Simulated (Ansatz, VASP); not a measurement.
Al: VASP beside Ansatz

```
Al
1.0
     0.00000    2.02481    2.02481
     2.02481    0.00000    2.02481
     2.02481    2.02481    0.00000
Al
1
Direct
  0.00000 0.00000 0.00000
```

Alike in both runs: functional r2SCAN0; k mesh 6 × 6 × 6; occupations fermi-dirac, width 0.05 eV; no spin polarisation.

|  | VASP | Ansatz |
| --- | --- | --- |
| version | VASP 6.6.1 | Ansatz 0.2.0 |
| potentials or method | VASP PAW PBE potentials, release 64 (Al) | Ansatz PAW |
| plane-wave cutoff (eV) | 520 | 500 |
| valence electrons in the cell | 3 | 3 |
| task | single point | projected density of states |

Ansatz gave:

| Property | Result |
| --- | --- |
| gap on the k mesh at the Fermi level (eV) | none |
| pressure (GPa) | -2.8 |

Question: What did VASP give for the same quantities?

Answer: gap on the k mesh at the Fermi level (eV): none; pressure (GPa): -3.0.

A gap of «none» marks a metal or a gap that the smearing closes.

Caveats: the k mesh is coarse (spacing up to 0.45 Å⁻¹), so the values aren't converged, least of all with exact exchange; the PAW data sets were made with another functional, which shifts forces and pressure a little (VASP); the PAW data sets come from PBE, with cores solved anew for the run's functional, which leaves a small shift of forces and pressure (Ansatz); the density of states is complete only up to the lowest level of the last band computed (Ansatz); the thresholds are loose for stress (Ansatz).
